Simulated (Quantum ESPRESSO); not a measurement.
The system is Ti.

```xyz
2
Lattice="2.9500 0.0000 0.0000 -1.4750 2.5548 0.0000 0.0000 0.0000 4.6800" Properties=species:S:1:pos:R:3 pbc="T T T"
Ti    1.4750    0.8516    3.5100
Ti    0.0000    1.7032    1.1700
```

Base run:

* Program: Quantum ESPRESSO 7.5
* Functional: PBE
* Potentials or basis: PseudoDojo 0.4.1 SR PBE standard
* Cutoff: 1143 eV
* Density cutoff: 4572 eV
* k mesh: 10 × 10 × 6
* Occupations: fermi-dirac, width 0.05 eV
* Spin: no spin polarisation

Its results: band gap on the k mesh none (metal or under the smearing width); pressure -1.3 GPa.

Problem. The run is repeated on the same cell with these changes: functional from PBE to PBEsol; potentials or basis from PseudoDojo 0.4.1 SR PBE standard to PseudoDojo 0.4.1 SR PBEsol standard. What comes out?

Solution. Band gap on the k mesh none (metal or under the smearing width); pressure -5.6 GPa.
